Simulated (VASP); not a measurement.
Crystal: TaN.

```xyz
2
Lattice="2.9380 0.0000 0.0000 -1.4690 2.5444 0.0000 0.0000 0.0000 2.8830" Properties=species:S:1:pos:R:3 pbc="T T T"
Ta    0.0000    1.6963    1.4415
N     0.0000    0.0000    0.0000
```

```yaml
Program: VASP 6.6.1
Task: relaxation of cell and atoms
Functional: PBE
Potentials_or_basis: VASP PAW PBE potentials, release 54 (Ta_pv, N)
Cutoff: 900 eV
k_mesh: 10 × 10 × 9
Occupations: fermi-dirac, width 0.05 eV
Spin: no spin polarisation
```

At the start: pressure 5.5 GPa; volume 10.78 Å³/atom.

Problem. How do energy, volume and symmetry change on relaxing?

Solution. Over 3 steps the energy falls by 2.9 meV/atom and the volume is 10.95 Å³/atom (+1.6 %); space group P-6m2 (No. 187, to 0.05 Å).

Step by step:
```csv
step,energy change (eV),largest force (eV/Å),pressure (GPa),volume (Å³)
1,0.0000,0.0000,5.54,21.55
2,0.0269,0.0000,-11.89,22.73
3,-0.0058,0.0000,-0.03,21.90
```

Final structure:
```yaml
crystal:
  lattice:
    - [2.95246, 0.00000, 0.00000]
    - [-1.47623, 2.55690, 0.00000]
    - [0.00000, 0.00000, 2.90055]
  atoms:
    - { symbol: Ta, position: [0.33333, 0.66667, 0.50000] }
    - { symbol: N, position: [0.00000, 0.00000, 0.00000] }
```
